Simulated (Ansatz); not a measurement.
Crystal: SnO2.

```
CELL_PARAMETERS angstrom
1.61709 0.93363 4.80059
-1.61709 0.93363 4.80059
0.00000 -1.86726 4.80059
ATOMIC_POSITIONS crystal
Sn 0.50000 0.50000 0.50000
O 0.76283 0.76283 0.76283
O 0.23717 0.23717 0.23717
```

Measurements of this composition are mostly on another form, of space group No. 136.

Base run:

| Quantity | Value |
| --- | --- |
| Program | Ansatz 0.2.0 |
| Functional | PBE0 |
| Potentials or basis | Ansatz PAW |
| Cutoff | 420 eV (not typed: the program's choice for these potentials) |
| k mesh | 6 × 6 × 6 |
| Occupations | fermi-dirac, width 0.05 eV |
| Spin | no spin polarisation |

Its results: band gap on the k mesh 4.17 eV, indirect (least direct gap 4.28 eV); pressure -8.8 GPa; largest force 0.894 eV/Å.

The run is repeated on the same cell with these changes: functional from PBE0 to HSE06. What comes out?

Band gap on the k mesh 3.45 eV, indirect (least direct gap 3.56 eV); pressure -8.7 GPa; largest force 0.888 eV/Å.

Caveats: spin-orbit coupling is left out, which moves the levels of the heavy elements; the PAW data sets come from PBE, with cores solved anew for the run's functional, which leaves a small shift of forces and pressure; the thresholds are loose for stress.
